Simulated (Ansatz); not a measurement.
Computed with DFT PBE, scalar-relativistic, plane waves, PAW in Ansatz 0.2.0. All cells share a 420 eV cutoff and Γ-centred k meshes spaced at most about 0.3 Å⁻¹ (about 0.25 or finer for metals, 2π included). No spin polarisation.

Each guess is relaxed in cell and atoms at zero pressure, on a coarse mesh first where it starts far from rest and then on a converged one. The steps can't lower the symmetry of the start, but it can rise. Energies are static (0 K, no zero-point motion).

Two unrelaxed guesses for LiS3:

A.

```
CELL_PARAMETERS angstrom
5.00000 0.00000 0.00000
0.00000 5.00000 0.00000
0.00000 0.00000 5.00000
ATOMIC_POSITIONS crystal
Li 0.00000 0.00000 0.97333
S 0.00000 0.50000 0.00000
S 0.50000 0.00000 0.00000
S 0.00000 0.00000 0.50000
```

B.

```
CELL_PARAMETERS angstrom
4.61335 0.00000 0.00000
0.00000 4.61335 0.00000
0.00000 0.00000 4.61335
ATOMIC_POSITIONS crystal
Li 0.00000 0.00000 0.00000
S 0.50000 0.00000 0.00000
S 0.00000 0.50000 0.00000
S 0.00000 0.00000 0.50000
```

Question: Where do they end, and which end is lower?

Answer: A ends lower, by 0.69 eV/atom. A: P4mm at 31.2 Å³/atom → P4mm at 24.1 Å³/atom; B: Pm-3m at 24.5 Å³/atom → Pm-3m (ReO3 type) at 21.4 Å³/atom. Counting S atoms around Li (those within 1.25 times the shortest such distance or 1.15 times the sum of covalent radii; a plus sign parts nearer from farther groups), the end of A has Li 2+4 and the end of B has Li 6. The end of A holds S–S nets (shortest 2.32 Å); in the end of B the shortest S–S distance is 3.12 Å. End of A. Conventional cell: a = 4.452 Å, c = 4.860 Å. Around Li lie 2 S at 2.41–2.45 Å and 4 S at 2.83 Å; S on a site of symmetry 2mm has 2 S at 2.32 Å and 2 Li at 2.83 Å; S on a site of symmetry 4mm has 4 S at 2.32 Å and 2 Li at 2.41–2.45 Å. End of B. Conventional cell: a = 4.410 Å. Li has 6 S at 2.20 Å; S is surrounded by 2 Li at 2.20 Å.

Ends held by symmetry can be saddle points. Neither end is the lowest form computed: that has space group Im-3m (No. 229) and lies 270 meV/atom below the better end. Even the lowest of the cells shown lies +0.04 eV/atom against the elements. In P4mm, Pm-3m an odd number of electrons in the primitive cell allows no gap without spin; a larger cell or a magnetic state could open one. Some candidate types were left out of the draw beforehand, so a known form may be missing.
